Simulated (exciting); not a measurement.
# Pb (Fd-3m) in exciting: notebook

Aim: see how the results for Pb move with the level of theory and the settings. Levels: PBEsol, WC, LDA. Tasks: optical spectrum, band structure.

Program: exciting (release sodium). These are calculated values, not measurements. Logs are shortened: lines on timing, memory, paths and dates and some standing lists are left out, and cuts for length are marked.

### Step 1. The crystal as given

The structure is cubic, space group Fd-3m (No. 227). The conventional cell has a = 6.878 Å, b = 6.878 Å, c = 6.878 Å, α = 90.00°, β = 90.00°, γ = 90.00°. Pb (site symmetry -43m) is surrounded by 4 Pb at 2.98 Å.

This isn't the form of Pb at room conditions, which is fcc.

### Step 2. Optical spectrum, PBEsol

File input.xml:

```xml
<input>
  <title>Pb</title>
  <structure speciespath="./" tshift="false">
    <crystal scale="9.1906461943">
      <basevect>0.000000000000 0.707106781186 0.707106781186</basevect>
      <basevect>0.707106781186 0.000000000000 0.707106781186</basevect>
      <basevect>0.707106781186 0.707106781186 0.000000000000</basevect>
    </crystal>
    <species speciesfile="Pb.xml" rmt="2.3">
      <atom coord="0.250000000000 0.250000000000 0.250000000000"/>
      <atom coord="0.000000000000 0.000000000000 0.000000000000"/>
    </species>
  </structure>
  <groundstate do="fromscratch" ngridk="4 4 4" rgkmax="8" gmaxvr="14" lmaxapw="10" lmaxmat="10" lmaxvr="8" xctype="GGA_PBE_SOL" stype="Gaussian" swidth="0.00036749" nempty="28" ValenceRelativity="iora*" epsengy="1e-05" epspot="1e-05" maxscl="60" outputlevel="low" vkloff="0.5 0.5 0.5"/>
  <properties>
    <momentummatrix/>
    <dielmat intraband="false" scissor="0.036749" wmax="1" wgrid="200" swidth="0.007" tevout="true">
      <epscomp>1 1</epscomp>
      <epscomp>2 2</epscomp>
      <epscomp>3 3</epscomp>
    </dielmat>
  </properties>
</input>
```

Potentials or basis: all-electron LAPW+lo, shipped species files, valence relativity iora*.

Command:

```sh
> OMP_NUM_THREADS=1 exciting_smp
```

INFO.OUT:

```text
================================================================================
EXCITING SODIUM started
[... 10 lines left out ...]

 Lattice vectors (cartesian) :
      0.0000000000      6.4987682475      6.4987682475
      6.4987682475      0.0000000000      6.4987682475
      6.4987682475      6.4987682475      0.0000000000

 Reciprocal lattice vectors (cartesian) :
     -0.4834135538      0.4834135538      0.4834135538
      0.4834135538     -0.4834135538      0.4834135538
      0.4834135538      0.4834135538     -0.4834135538

 Unit cell volume                           :     548.9378099015
 Brillouin zone volume                      :       0.4518730701

 Species :    1 (Pb)
     parameters loaded from                 :    Pb.xml
     name                                   :    lead

     atomic positions (lattice) :
       1 :   0.25000000  0.25000000  0.25000000
       2 :   0.00000000  0.00000000  0.00000000

 Total number of atoms per unit cell        :       2

 Spin treatment                             :    spin-unpolarised

 Number of Bravais lattice symmetries       :      48
 Number of crystal symmetries               :      24

 k-point grid                               :       4    4    4
 k-point offset :       0.500000  0.500000  0.500000
 Total number of k-points                   :      20
 k-point set is reduced with crystal symmetries

 R^MT_min * |G+k|_max (rgkmax)              :       8.00000000

 G-vector grid sizes                        :      45    45    45
 Total number of G-vectors                  :   25509

 Total nuclear charge                       :    -164.00000000
 Total electronic charge                    :     164.00000000

 Number of empty states                     :      28
 Total number of valence states             :      43

 Exchange-correlation type                  :      22
     PBEsol, Phys. Rev. Lett. 100, 136406 (2008)
     Generalised gradient approximation (GGA)

 Smearing scheme                            :    Gaussian
 Smearing width                             :       0.00036749

++++++++++++++++++++++++++++++++++++++++++++++++++++++++++++++++++++++++++++++++
+ Ending initialization                                                        +
++++++++++++++++++++++++++++++++++++++++++++++++++++++++++++++++++++++++++++++++

********************************************************************************
* Groundstate module started                                                   *
********************************************************************************
 Output level for this task is set to low

++++++++++++++++++++++++++++++++++++++++++++++++++++++++++++++++++++++++++++++++
[... 5 lines left out ...]
+ SCF iteration number :    1                                                  +
++++++++++++++++++++++++++++++++++++++++++++++++++++++++++++++++++++++++++++++++
 Total energy                               :    -41836.14202378
 _______________________________________________________________
 Fermi energy                               :         0.17112323
 DOS at Fermi energy (states/Ha/cell)       :        15.07693982
 Electron charge: Core leakage              :         0.02525522

++++++++++++++++++++++++++++++++++++++++++++++++++++++++++++++++++++++++++++++++
+ SCF iteration number :    2                                                  +
++++++++++++++++++++++++++++++++++++++++++++++++++++++++++++++++++++++++++++++++
 Total energy                               :    -41841.21754885
 _______________________________________________________________
 Fermi energy                               :         0.16655147
 DOS at Fermi energy (states/Ha/cell)       :        14.25879560
 Electron charge: Core leakage              :         0.02501755

 RMS change in effective potential (target) :  0.681783E-01  ( 0.100000E-04)
 Absolute change in total energy   (target) :   5.07553      ( 0.100000E-04)
 Charge distance                   (target) :  0.424168E-03  ( 0.100000E-04)

++++++++++++++++++++++++++++++++++++++++++++++++++++++++++++++++++++++++++++++++
+ SCF iteration number :    3                                                  +
++++++++++++++++++++++++++++++++++++++++++++++++++++++++++++++++++++++++++++++++
 Total energy                               :    -41843.72987515
 _______________________________________________________________
 Fermi energy                               :         0.16305038
 DOS at Fermi energy (states/Ha/cell)       :        12.49353246
 Electron charge: Core leakage              :         0.02488409

 RMS change in effective potential (target) :  0.507877E-01  ( 0.100000E-04)
 Absolute change in total energy   (target) :   2.51233      ( 0.100000E-04)
 Charge distance                   (target) :  0.230757E-03  ( 0.100000E-04)

++++++++++++++++++++++++++++++++++++++++++++++++++++++++++++++++++++++++++++++++
+ SCF iteration number :    4                                                  +
++++++++++++++++++++++++++++++++++++++++++++++++++++++++++++++++++++++++++++++++
 Total energy                               :    -41844.15265348
 _______________________________________________________________
 Fermi energy                               :         0.15458780
 DOS at Fermi energy (states/Ha/cell)       :         7.92632005
 Electron charge: Core leakage              :         0.02480743

 RMS change in effective potential (target) :  0.354719E-02  ( 0.100000E-04)
 Absolute change in total energy   (target) :  0.422778      ( 0.100000E-04)
 Charge distance                   (target) :  0.238523E-03  ( 0.100000E-04)

++++++++++++++++++++++++++++++++++++++++++++++++++++++++++++++++++++++++++++++++
+ SCF iteration number :    5                                                  +
++++++++++++++++++++++++++++++++++++++++++++++++++++++++++++++++++++++++++++++++
 Total energy                               :    -41846.50181873
 _______________________________________________________________
 Fermi energy                               :         0.15395186
 DOS at Fermi energy (states/Ha/cell)       :         9.35912819
 Electron charge: Core leakage              :         0.02469239

 RMS change in effective potential (target) :  0.751463E-03  ( 0.100000E-04)
 Absolute change in total energy   (target) :   2.34917      ( 0.100000E-04)
 Charge distance                   (target) :  0.236253E-03  ( 0.100000E-04)

++++++++++++++++++++++++++++++++++++++++++++++++++++++++++++++++++++++++++++++++
+ SCF iteration number :    6                                                  +
++++++++++++++++++++++++++++++++++++++++++++++++++++++++++++++++++++++++++++++++
 Total energy                               :    -41846.03309718
 _______________________________________________________________
 Fermi energy                               :         0.15416177
 DOS at Fermi energy (states/Ha/cell)       :         8.58092457
 Electron charge: Core leakage              :         0.02471998

 RMS change in effective potential (target) :  0.999017E-04  ( 0.100000E-04)
 Absolute change in total energy   (target) :  0.468722      ( 0.100000E-04)
 Charge distance                   (target) :  0.582842E-04  ( 0.100000E-04)

++++++++++++++++++++++++++++++++++++++++++++++++++++++++++++++++++++++++++++++++
+ SCF iteration number :    7                                                  +
++++++++++++++++++++++++++++++++++++++++++++++++++++++++++++++++++++++++++++++++
 Total energy                               :    -41846.07872297
 _______________________________________________________________
 Fermi energy                               :         0.15411691
 DOS at Fermi energy (states/Ha/cell)       :         8.76931472
 Electron charge: Core leakage              :         0.02471582

 RMS change in effective potential (target) :  0.275537E-05  ( 0.100000E-04)
 Absolute change in total energy   (target) :  0.456258E-01  ( 0.100000E-04)
 Charge distance                   (target) :  0.106700E-04  ( 0.100000E-04)

++++++++++++++++++++++++++++++++++++++++++++++++++++++++++++++++++++++++++++++++
+ SCF iteration number :    8                                                  +
++++++++++++++++++++++++++++++++++++++++++++++++++++++++++++++++++++++++++++++++
 Total energy                               :    -41846.07802670
 _______________________________________________________________
 Fermi energy                               :         0.15411770
 DOS at Fermi energy (states/Ha/cell)       :         8.77200628
 Electron charge: Core leakage              :         0.02471596

 RMS change in effective potential (target) :  0.409608E-06  ( 0.100000E-04)
 Absolute change in total energy   (target) :  0.696268E-03  ( 0.100000E-04)
 Charge distance                   (target) :  0.407375E-06  ( 0.100000E-04)

++++++++++++++++++++++++++++++++++++++++++++++++++++++++++++++++++++++++++++++++
+ SCF iteration number :    9                                                  +
++++++++++++++++++++++++++++++++++++++++++++++++++++++++++++++++++++++++++++++++
 Total energy                               :    -41846.07814826
 _______________________________________________________________
 Fermi energy                               :         0.15411778
 DOS at Fermi energy (states/Ha/cell)       :         8.77048217
 Electron charge: Core leakage              :         0.02471594

 RMS change in effective potential (target) :  0.770033E-07  ( 0.100000E-04)
 Absolute change in total energy   (target) :  0.121561E-03  ( 0.100000E-04)
 Charge distance                   (target) :  0.645412E-07  ( 0.100000E-04)

++++++++++++++++++++++++++++++++++++++++++++++++++++++++++++++++++++++++++++++++
+ SCF iteration number :   10                                                  +
++++++++++++++++++++++++++++++++++++++++++++++++++++++++++++++++++++++++++++++++
 Total energy                               :    -41846.07812292
 _______________________________________________________________
 Fermi energy                               :         0.15411777
 DOS at Fermi energy (states/Ha/cell)       :         8.77048528
 Electron charge: Core leakage              :         0.02471594

 RMS change in effective potential (target) :  0.469956E-07  ( 0.100000E-04)
 Absolute change in total energy   (target) :  0.253405E-04  ( 0.100000E-04)
 Charge distance                   (target) :  0.469724E-08  ( 0.100000E-04)

++++++++++++++++++++++++++++++++++++++++++++++++++++++++++++++++++++++++++++++++
+ SCF iteration number :   11                                                  +
++++++++++++++++++++++++++++++++++++++++++++++++++++++++++++++++++++++++++++++++
 Total energy                               :    -41846.07811513
 _______________________________________________________________
 Fermi energy                               :         0.15411776
 DOS at Fermi energy (states/Ha/cell)       :         8.77046939
 Electron charge: Core leakage              :         0.02471594

 RMS change in effective potential (target) :  0.578807E-08  ( 0.100000E-04)
 Absolute change in total energy   (target) :  0.779836E-05  ( 0.100000E-04)
 Charge distance                   (target) :  0.203098E-08  ( 0.100000E-04)

++++++++++++++++++++++++++++++++++++++++++++++++++++++++++++++++++++++++++++++++
+ SCF iteration number :   12                                                  +
++++++++++++++++++++++++++++++++++++++++++++++++++++++++++++++++++++++++++++++++
 Total energy                               :    -41846.07811729
 _______________________________________________________________
 Fermi energy                               :         0.15411776
 DOS at Fermi energy (states/Ha/cell)       :         8.77046532
 Electron charge: Core leakage              :         0.02471594

 RMS change in effective potential (target) :  0.436781E-08  ( 0.100000E-04)
 Absolute change in total energy   (target) :  0.216193E-05  ( 0.100000E-04)
 Charge distance                   (target) :  0.825144E-09  ( 0.100000E-04)

++++++++++++++++++++++++++++++++++++++++++++++++++++++++++++++++++++++++++++++++
| Convergency criteria checked for the last 2 iterations                       +
| Convergence targets achieved. Performing final SCF iteration                 +
++++++++++++++++++++++++++++++++++++++++++++++++++++++++++++++++++++++++++++++++
 Total energy                               :    -41846.07811798
 _______________________________________________________________
 Fermi energy                               :         0.15411776
 DOS at Fermi energy (states/Ha/cell)       :         8.77046334
 Electron charge: Core leakage              :         0.02471594

++++++++++++++++++++++++++++++++++++++++++++++++++++++++++++++++++++++++++++++++
[... 9 lines left out ...]
| EXCITING SODIUM stopped                                                      =
================================================================================
```

Run time: 72 s. Hardware: 1 thread of Intel Xeon Platinum 8375C at 2.90GHz (Ice Lake), shared host; peak memory 0.44 GiB.

Levels at points of the mesh, in eV from the Fermi level:
```tsv
k point	band 10	band 11	band 12	band 13	band 14	band 15	band 16	band 17	band 18	band 19
(0.12, 0.12, 0.12)	-16.65	-11.15	-4.55	-0.02	0.02	0.02	2.57	2.63	2.63	4.84
```

Dielectric function (mean over the directions given):
```tsv
energy (eV)	real part	imaginary part
3.95	-141.27	26.49
4.49	-100.09	19.58
5.03	-82.97	15.42
5.58	-67.40	10.02
6.12	-56.95	7.66
6.67	-47.10	4.86
7.21	-39.14	5.12
7.76	-34.67	3.53
8.30	-30.05	3.19
8.84	-26.28	2.22
9.39	-23.14	2.32
9.93	-20.94	1.73
10.48	-18.34	1.51
11.02	-16.43	1.10
11.56	-14.60	1.27
12.11	-13.65	1.11
12.65	-12.23	0.72
13.20	-11.04	0.67
13.74	-10.14	0.65
14.29	-9.28	0.62
14.83	-8.57	0.62
15.37	-7.87	0.48
15.92	-7.27	0.40
16.46	-6.65	0.32
17.01	-6.05	0.28
17.55	-5.47	0.33
18.10	-5.11	0.46
18.64	-4.77	0.58
19.18	-4.61	0.56
19.86	-4.17	0.32
```

Caveat: the k mesh is coarse (spacing up to 0.40 Å⁻¹), so the values aren't converged; the intraband (Drude) term of the metal is left out; the scissor shift is a trial value, not fitted to this crystal; spectra need much finer meshes, so this one isn't converged; independent-particle spectra lack excitons. Spin-orbit coupling is left out, which matters for the levels of Pb.

(Continued in part 2 of 2.)
